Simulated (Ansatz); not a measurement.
# Ga: the cost of one run

Method: DFT PBE, scalar-relativistic, plane waves, PAW, in Ansatz 0.2.0.

1 further run of the same task is left out (set aside as unsound or not needed).

### 1 The starting structure

Symmetry: C2/c, No. 15, monoclinic system. The conventional cell has a = 3.484 Å, b = 4.396 Å, c = 5.275 Å, α = 90.00°, β = 107.70°, γ = 90.00°. Ga (site symmetry 2) is surrounded by 8 Ga at 2.80 to 2.89 Å.

Coordinates:

```
CELL_PARAMETERS angstrom
1.74160 -2.19808 -0.02351
1.74160 2.19808 -0.02351
-1.53615 0.00000 5.04651
ATOMIC_POSITIONS crystal
Ga 0.87089 0.12911 0.75000
Ga 0.12911 0.87089 0.25000
```

It is the end of an earlier relaxation with the same method, from a generated guess; it is a trial structure. At a tolerance of 0.05 Å it has space group C2/c (No. 15); it has 19.24 Å³/atom, an uncorrected energy of +0.02 eV/atom over the standard state and, on its mesh, gap none (metal).

### 2 Point at V/V0 = 0.97

Contents of input.yaml:

```yaml
crystal:
  lattice:
    - [1.724011821, -2.1758746175, -0.0232724828]
    - [1.724011821, 2.1758746175, -0.0232724828]
    - [-1.5206291854, 0.0, 4.9955269818]
  atoms:
    - { symbol: Ga, position: [0.8708889489, 0.1291110511, 0.75] }
    - { symbol: Ga, position: [0.1291110511, 0.8708889489, 0.25] }
basis:
  ecutwfc: 420
kpoints:
  mp_grid: { grid: [20, 20, 12] }
hamiltonian:
  xc: pbe
scf:
  occupations: { method: gaussian, width: 0.1 }
output:
  forces: true
  stress: true
  eigenvalues: true
relax:
  adjacent_minimum: "off"
  f_tol: 0.01
  max_steps: 30
  cell: { stress_tol: 0.1, fix: [volume] }
```

Started as:

```bash
> ansatz run input.yaml --threads 1 --pin off --max-ram 2560MiB --backend cpu --events-out ev --progress --plain --runs-dir out
```

What time and memory should one allow on 1 thread of Arm Neoverse V1, shared host?

About 1.7 min, with a peak of 0.93 GiB.
